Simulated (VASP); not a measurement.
# Al2Cu (Khatyrkite): Al into a neighbouring Al vacancy, part 2 of 4

Aim: the barrier for one hop in Al2Cu (Khatyrkite): Al into a neighbouring Al vacancy. The start is a cell from a database of measured crystal structures.

VASP 6.6.1; PBE; plane waves and PAW (Cu, Al).

So far. Step 2 (Relax the host): The run ended after 8 ionic steps, 0.008 eV below its first step, once forces and stress met EDIFFG = -0.02.

### Step 3. Relax the start

System of this step: Khatyrkite. The cell holds 23 atoms: 8 Cu and 15 Al. Its edges and angles: a = 6.027 Å, b = 6.027 Å, c = 9.855 Å, α = 90.0°, β = 90.0°, γ = 90.0°. It derives from Al2Cu (Khatyrkite). Nearest the centre at fractional (0.250, 0.250, 0.125): Al16 at 1.45 Å, Cu1 at 2.11 Å, Cu8 at 2.15 Å, Al12 at 2.78 Å, Al22 at 2.81 Å, Al20 at 2.82 Å, Al15 at 2.83 Å, Cu4 at 3.25 Å.

A path needs two true minima; the start is relaxed with symmetry off.

INCAR reads:

```
SYSTEM = Al15Cu8
PREC = Normal
ENCUT = 300
EDIFF = 1E-05
NELM = 120
ISMEAR = 1
SIGMA = 0.15
LREAL = Auto
ALGO = Fast
GGA = PE
NBANDS = 89
LASPH = .TRUE.
LORBIT = 11
LWAVE = .FALSE.
LCHARG = .FALSE.
NCORE = 3
IBRION = 2
NSW = 60
ISIF = 2
EDIFFG = -0.05
POTIM = 0.4
MAXMIX = 40
ISYM = 0
```

POSCAR reads:

```
Al15Cu8
1.0
    6.0266191050      0.0000000000      0.0000000000
    0.0000000000      6.0266191050      0.0000000000
    0.0000000000      0.0000000000      9.8550001764
Cu Al
8 15
Direct
    0.0011468592      0.0027266304      0.1256705978
   -0.0043246710      0.0030045233      0.6259058845
    0.4982180615      0.5019285045      0.3757398729
    0.5009761111      0.5000943223      0.8761095139
   -0.0024440041     -0.0005406346      0.3740215742
    0.0019873372      0.0001318222      0.8744064805
    0.4974051506      0.4991464792      0.6250165240
    0.4990853814      0.5042944935      0.1270430732
    0.1498549357      0.3348788740      0.4996453129
    0.6574511419      0.8418567705      0.2504410389
    0.6658805087      0.8374574092      0.7492336783
    0.8479269355      0.3432939279      0.2513456385
    0.8394419859      0.3356784535      0.7503398574
    0.3415095480      0.8370746696      0.4986134416
    0.3409086878      0.8380125103     -0.0001994317
    0.3414646437      0.1589703242      0.2489725182
    0.3431181911      0.1618096631      0.7506511381
    0.8384323855      0.6612802961      0.4989823643
    0.8440653641      0.6552953826      0.0018558441
    0.6587856445      0.1547081164     -0.0006370360
    0.6590317717      0.1597575154      0.4980067212
    0.1551772877      0.6595145706      0.2490527659
    0.1596337786      0.6613727766      0.7466539070
```

KPOINTS reads:

```
Automatic mesh
0
Monkhorst-Pack
3 3 2
0 0 0
```

The projector-augmented-wave data sets are Cu and Al (PBE family, release 64).

Started as:

```bash
> mpirun -np 3 vasp_std
```

Output:

```text
[banner, memory and clock lines left out]
running    3 mpi-ranks, on    1 nodes
 distrk:  each k-point on    3 cores,    1 groups
 distr:  one band on    3 cores,    1 groups

 POSCAR found type information on POSCAR CuAl
 POSCAR found :  2 types and      23 ions
 LDA part: xc-table for (Slater+PW92), standard interpolation
 POSCAR, INCAR and KPOINTS ok, starting setup
 FFT: planning ... GRIDC
 FFT: planning ... GRID_SOFT
 FFT: planning ... GRID
 WAVECAR not read
 entering main loop
       N       E                     dE             d eps       ncg     rms          rms(c)
DAV:   1     0.784341792201E+03    0.78434E+03   -0.34896E+04  1602   0.106E+03
DAV:   2    -0.259730929859E+02   -0.81031E+03   -0.77608E+03  1603   0.297E+02
DAV:   3    -0.102015317619E+03   -0.76042E+02   -0.68607E+02  1877   0.119E+02
DAV:   4    -0.106110488017E+03   -0.40952E+01   -0.40030E+01  2524   0.307E+01
DAV:   5    -0.106177999547E+03   -0.67512E-01   -0.67389E-01  2492   0.477E+00    0.417E+01
RMM:   6    -0.126004645925E+03   -0.19827E+02   -0.47847E+02  1701   0.154E+02    0.366E+01
RMM:   7    -0.898154223082E+02    0.36189E+02   -0.15391E+02  1603   0.925E+01    0.746E+00
RMM:   8    -0.884867542630E+02    0.13287E+01   -0.12062E+01  1614   0.252E+01    0.228E+00
RMM:   9    -0.884758968790E+02    0.10857E-01   -0.15130E+00  1619   0.481E+00    0.165E+00
RMM:  10    -0.884700388498E+02    0.58580E-02   -0.50266E-01  1633   0.407E+00    0.510E-01
RMM:  11    -0.884852985455E+02   -0.15260E-01   -0.18177E-01  1640   0.182E+00    0.767E-01
RMM:  12    -0.884757294663E+02    0.95691E-02   -0.49293E-02  1624   0.154E+00    0.242E-01
RMM:  13    -0.884766976891E+02   -0.96822E-03   -0.23927E-02  2011   0.577E-01    0.145E-01
RMM:  14    -0.884766965742E+02    0.11149E-05   -0.31399E-03  1779   0.238E-01    0.638E-02
RMM:  15    -0.884767602381E+02   -0.63664E-04   -0.71745E-04  1759   0.137E-01    0.461E-02
RMM:  16    -0.884767221476E+02    0.38090E-04   -0.23444E-04  1619   0.948E-02    0.210E-02
RMM:  17    -0.884767236479E+02   -0.15003E-05   -0.12903E-04  1750   0.458E-02    0.136E-02
RMM:  18    -0.884767228261E+02    0.82181E-06   -0.22634E-05  1049   0.291E-02
   1 F= -.88476723E+02 E0= -.88476624E+02  d E =-.884767E+02
 curvature:   0.00 expect dE= 0.000E+00 dE for cont linesearch  0.000E+00
 trial: gam= 0.00000 g(F)=  0.396E-01 g(S)=  0.000E+00 ort = 0.000E+00 (trialstep = 0.100E+01)
 search vector abs. value=  0.396E-01
 bond charge predicted
       N       E                     dE             d eps       ncg     rms          rms(c)
DAV:   1    -0.885074267134E+02   -0.30703E-01   -0.29306E+00  1772   0.557E+00    0.194E-01
RMM:   2    -0.885097786298E+02   -0.23519E-02   -0.32924E-02  1667   0.122E+00    0.122E-01
RMM:   3    -0.885106804700E+02   -0.90184E-03   -0.12505E-02  1859   0.591E-01    0.136E-01
RMM:   4    -0.885106961428E+02   -0.15673E-04   -0.29727E-03  1763   0.293E-01    0.789E-02
RMM:   5    -0.885106966327E+02   -0.48991E-06   -0.12642E-03  1868   0.167E-01    0.549E-02
RMM:   6    -0.885106724306E+02    0.24202E-04   -0.28856E-04  1616   0.930E-02    0.267E-02
RMM:   7    -0.885106631182E+02    0.93124E-05   -0.12017E-04  1551   0.747E-02    0.171E-02
RMM:   8    -0.885106551940E+02    0.79242E-05   -0.29527E-05  1112   0.290E-02
   2 F= -.88510655E+02 E0= -.88510896E+02  d E =-.339324E-01
[... from here on, the cycles between the ionic steps are left out ...]
   3 F= -.88543998E+02 E0= -.88544474E+02  d E =-.672748E-01
   4 F= -.88546005E+02 E0= -.88546458E+02  d E =-.692821E-01
   5 F= -.88559207E+02 E0= -.88559767E+02  d E =-.132020E-01
   6 F= -.88565170E+02 E0= -.88565770E+02  d E =-.191655E-01
   7 F= -.88565471E+02 E0= -.88566074E+02  d E =-.194662E-01
   8 F= -.88573534E+02 E0= -.88574130E+02  d E =-.806312E-02
   9 F= -.88576189E+02 E0= -.88576731E+02  d E =-.107175E-01
  10 F= -.88582915E+02 E0= -.88583253E+02  d E =-.672624E-02
  11 F= -.88594993E+02 E0= -.88594640E+02  d E =-.188048E-01
  12 F= -.88596086E+02 E0= -.88595498E+02  d E =-.198976E-01
  13 F= -.88599467E+02 E0= -.88598713E+02  d E =-.338111E-02
  14 F= -.88600706E+02 E0= -.88599809E+02  d E =-.461944E-02
 curvature:  -5.61 expect dE=-0.899E-02 dE for cont linesearch -0.611E-05
 trial: gam= 0.29973 g(F)=  0.160E-02 g(S)=  0.000E+00 ort = 0.118E-03 (trialstep = 0.204E+01)
 search vector abs. value=  0.282E-02
 bond charge predicted
       N       E                     dE             d eps       ncg     rms          rms(c)
DAV:   1    -0.886025030420E+02   -0.17949E-02   -0.67066E-01  1737   0.267E+00    0.959E-02
RMM:   2    -0.886028978641E+02   -0.39482E-03   -0.64285E-03  1665   0.562E-01    0.761E-02
RMM:   3    -0.886032526441E+02   -0.35478E-03   -0.23417E-03  1691   0.225E-01    0.104E-01
RMM:   4    -0.886032681578E+02   -0.15514E-04   -0.54153E-04  1866   0.130E-01    0.868E-02
RMM:   5    -0.886031185767E+02    0.14958E-03   -0.22888E-04  1757   0.745E-02    0.534E-02
RMM:   6    -0.886030629084E+02    0.55668E-04   -0.15720E-04  1618   0.606E-02    0.285E-02
RMM:   7    -0.886030619886E+02    0.91981E-06   -0.73295E-05  1493   0.322E-02
  15 F= -.88603062E+02 E0= -.88602212E+02  d E =-.235629E-02
 trial-energy change:   -0.002356  1 .order   -0.002326   -0.003339   -0.001313
 step:   3.3599(harm=  3.3599)  dis= 0.00847  next Energy=   -88.603457 (dE=-0.275E-02)
 reached required accuracy - stopping structural energy minimisation
```

Wall time 2.3 min (3 MPI ranks of Intel Xeon 6975P-C (Granite Rapids), shared host); peak memory 0.43 GiB.

Parts of OUTCAR (step 3):

```text
 Found      9 irreducible k-points:

   k-points           NKPTS =      9   k-points in BZ     NKDIM =      9   number of bands    NBANDS=     89

   dimension x,y,z NGX =    28 NGY =   28 NGZ =   42
   dimension x,y,z NGXF=    56 NGYF=   56 NGZF=   84

   ENCUT  =  300.0 eV  22.05 Ry    4.70 a.u.   8.51  8.51 13.92*2*pi/ulx,y,z

   NELECT =     133.0000    total number of electrons

 E-fermi :   7.4065

 k-point     1 :       0.0000    0.0000    0.2500
  band No.  band energies     occupation
    ...
     64       6.1828      2.00000
     65       6.4035      2.00000
     66       6.4308      2.00000
     67       6.8684      2.00000
     68       7.0907      2.01122
     69       7.6086     -0.06701
     70       7.7657     -0.00366
     71       7.9391     -0.00001
     72       7.9819     -0.00000
     73       8.5757     -0.00000
    ...

 k-point     2 :       0.3333    0.0000    0.2500
  band No.  band energies     occupation
    ...
     63       6.1487      2.00000
     64       6.3977      2.00000
     65       6.6032      2.00000
     66       7.0411      2.00307
     67       7.3179      1.83137
     68       7.6617     -0.03697
     69       7.9639     -0.00000
     70       8.0626     -0.00000
     71       8.6702     -0.00000
     72       8.9662     -0.00000
    ...

  Total       -3.8551048     -3.8309362     -2.8799257      2.7783463     -0.0142730      0.0569483
  in kB      -17.2560998    -17.1479171    -12.8910337     12.4363471     -0.0638884      0.2549101
  external PRESSURE =     -15.7650169 kB  Pullay stress =       0.0000000 kB

  energy-cutoff  :      300.00
  volume of cell :      357.93
      direct lattice vectors                 reciprocal lattice vectors
     6.026619105  0.000000000  0.000000000     0.165930513  0.000000000  0.000000000
     0.000000000  6.026619105  0.000000000     0.000000000  0.165930513  0.000000000
     0.000000000  0.000000000  9.855000176     0.000000000  0.000000000  0.101471333

 POSITION                                       TOTAL-FORCE (eV/Angst)
 -----------------------------------------------------------------------------------
      5.98203      5.98489      1.22702        -0.005002      0.007055     -0.007497
      0.02825      5.98839      6.16973        -0.008900      0.001420     -0.007018
      3.04605      2.98662      3.68500         0.005010     -0.004259      0.013464
      3.04514      3.04804      8.62775        -0.004001      0.011315      0.003283
      0.02432      5.99670      3.68600         0.003360     -0.020549     -0.005506
      5.98511      5.98968      8.62872        -0.007692     -0.002940     -0.005549
      3.04290      2.98353      6.16872         0.013071     -0.000257     -0.019737
      3.04588      3.05634      1.22679         0.008627     -0.002700     -0.014986
      1.00825      1.99882      4.92746         0.020484     -0.003139     -0.004843
      3.92484      5.11122      2.49936         0.000303      0.011826      0.001693
      3.92731      5.10356      7.34735         0.013891      0.012281      0.022702
      5.09031      2.03148      2.44468        -0.018504     -0.008871      0.001755
      5.08818      2.02629      7.40323        -0.009325      0.005147      0.011774
      2.09137      5.05429      4.92903         0.005282      0.006010     -0.009120
      2.03616      5.09550      9.85420         0.005815      0.012545      0.003924
      1.96586      1.04728      2.30939        -0.010171     -0.009080      0.029980
      1.97637      1.03108      7.53146        -0.014149      0.019175     -0.003727
      5.10939      3.93564      4.92629        -0.007402     -0.039072     -0.002619
      5.01807      4.01312      9.84932         0.016316     -0.001734      0.010672
      3.94946      0.97582      9.85196        -0.030147      0.001449      0.015409
      3.98278      0.92113      4.93009        -0.003196     -0.009919     -0.013990
      0.97695      3.94904      2.44675         0.021586      0.007336      0.000021
      0.97845      3.94541      7.41388         0.004744      0.006962     -0.020086
 -----------------------------------------------------------------------------------
    total drift:                                0.053133     -0.032921      0.026619

  FREE ENERGIE OF THE ION-ELECTRON SYSTEM (eV)
  ---------------------------------------------------
  free  energy   TOTEN  =       -88.6030619886 eV

  energy  without entropy=      -88.6005114898  energy(sigma->0) =      -88.60221182

 total charge
# of ion       s       p       d       tot
------------------------------------------
    1        0.494   0.478   9.132  10.105
    2        0.493   0.497   9.127  10.117
    3        0.492   0.494   9.127  10.113
    4        0.494   0.476   9.133  10.103
    5        0.492   0.495   9.127  10.115
    6        0.494   0.477   9.133  10.103
    7        0.492   0.496   9.128  10.116
    8        0.494   0.478   9.132  10.104
    9        0.432   0.333   0.000   0.765
   10        0.431   0.328   0.000   0.759
   11        0.431   0.329   0.000   0.760
   12        0.425   0.341   0.000   0.766
   13        0.425   0.341   0.000   0.766
   14        0.428   0.338   0.000   0.766
   15        0.422   0.350   0.000   0.772
   16        0.431   0.327   0.000   0.757
   17        0.430   0.328   0.000   0.758
   18        0.426   0.333   0.000   0.759
   19        0.436   0.315   0.000   0.751
   20        0.422   0.351   0.000   0.772
   21        0.428   0.338   0.000   0.766
   22        0.425   0.341   0.000   0.766
   23        0.425   0.341   0.000   0.766
--------------------------------------------------
tot         10.360   8.926  73.039  92.325

[... 1 part as in an earlier step ...]

[... 7 further parts left out ...]
```

CONTCAR:

```
Al15Cu8
   1.00000000000000
     6.0266191050000000    0.0000000000000000    0.0000000000000000
     0.0000000000000000    6.0266191050000000    0.0000000000000000
     0.0000000000000000    0.0000000000000000    9.8550001764000008
  Cu              Al
     8    15
Direct
     0.9926018609473112    0.9930753233208452    0.1245069004233919
     0.0046876843369633    0.9936568664111315    0.6260507018256625
     0.5054326601609960    0.4955710089422011    0.3739222784965918
     0.5052821335166665    0.5057635539371025    0.8754696534077365
     0.0040352640227784    0.9950358265643898    0.3740233533443107
     0.9931131451980293    0.9938703528933357    0.8755678933926849
     0.5049105464888206    0.4950588594564630    0.6259483903942863
     0.5054048625622697    0.5071404883517137    0.1244841387104097
     0.1672987954683249    0.3316655786695745    0.4999961546346603
     0.6512509899292906    0.8481076649713342    0.2536132576380221
     0.6516604648309848    0.8468364518086956    0.7455454114258231
     0.8446377407378546    0.3370842972131976    0.2480646189427796
     0.8442839666648994    0.3362227859091245    0.7512152076374965
     0.3470225995133764    0.8386606417351059    0.5001549283307051
     0.3378605203021492    0.8454996328853277    0.9999190048502632
     0.3261963640105781    0.1737764692866465    0.2343365947122580
     0.3279393234030331    0.1710876207820386    0.7642268654631538
     0.8478035380629596    0.6530434852535636    0.4998769165628234
     0.8326503224363532    0.6658994243004084    0.9994236804040787
     0.6553352131508096    0.1619183609684604    0.9996914320104312
     0.6608651434750269    0.1528434876411914    0.5002627666678650
     0.1621053442001155    0.6552658953443303    0.2482749202720540
     0.1623545528804036    0.6546633241538162    0.7522962101525070
```

This run has no spin polarisation. Its electron count is odd, so without a moment it is a metal by construction.

Step by step:

```tsv
step	energy less that of the first step (eV)	largest force (eV/Å)
1	0.0000	0.3535
2	-0.0339	0.2639
3	-0.0673	0.2108
4	-0.0693	0.2391
5	-0.0825	0.1563
6	-0.0884	0.1172
7	-0.0887	0.1358
8	-0.0968	0.0981
9	-0.0995	0.1055
10	-0.1062	0.0865
11	-0.1183	0.0768
12	-0.1194	0.1026
13	-0.1227	0.0704
14	-0.1240	0.0660
15	-0.1263	0.0399
```

The atoms that moved most (Å):

```tsv
atom	dx	dy	dz	length
Al16	-0.092	0.089	-0.144	0.193
Al17	-0.091	0.056	0.134	0.171
Al11	-0.086	0.057	-0.036	0.109
Al9	0.105	-0.019	0.003	0.107
Al19	-0.069	0.064	-0.024	0.097
Cu1	-0.051	-0.058	-0.011	0.079
Cu2	0.054	-0.056	0.001	0.078
Al18	0.056	-0.050	0.009	0.076
```

Final coordinates:

```xyz
23
Lattice="6.0266 0.0000 0.0000 0.0000 6.0266 0.0000 0.0000 0.0000 9.8550" Properties=species:S:1:pos:R:3 pbc="T T T"
Cu   -0.0446   -0.0417    1.2270
Cu    0.0283   -0.0382    6.1697
Cu    3.0461    2.9866    3.6850
Cu    3.0451    3.0480    8.6278
Cu    0.0243   -0.0299    3.6860
Cu   -0.0415   -0.0369    8.6287
Cu    3.0429    2.9835    6.1687
Cu    3.0459    3.0563    1.2268
Al    1.0082    1.9988    4.9275
Al    3.9248    5.1112    2.4994
Al    3.9273    5.1036    7.3474
Al    5.0903    2.0315    2.4447
Al    5.0882    2.0263    7.4032
Al    2.0914    5.0543    4.9290
Al    2.0362    5.0955   -0.0008
Al    1.9659    1.0473    2.3094
Al    1.9764    1.0311    7.5315
Al    5.1094    3.9356    4.9263
Al    5.0181    4.0131   -0.0057
Al    3.9495    0.9758   -0.0030
Al    3.9828    0.9211    4.9301
Al    0.9769    3.9490    2.4467
Al    0.9784    3.9454    7.4139
```

Numbers from this step:

```yaml
electronic_cycles: 122
electrons: 133
free_energy_toten: -88.6031 eV
energy_at_zero_smearing: -88.6022 eV
fermi_energy: 7.407 eV
```

The run ended after 15 ionic steps, 0.126 eV below its first step, once the forces on the free atoms met EDIFFG = -0.05.

(Continued in part 3 of 4.)

[Lines on the potential files, build, host, timing and source positions are cut from VASP's logs without a mark.]

[Logs are printed without paths, hosts, clocks, repeated set-up lines and the standing remarks that a program may print on its own settings, such as how far it seeks lower states.]

[Hosts, paths, dates, database ids (printed as entryN), source tags and the programs' standing remarks are cut or masked in the printed files.]

[Runs that stopped without an error message from VASP are left out.]
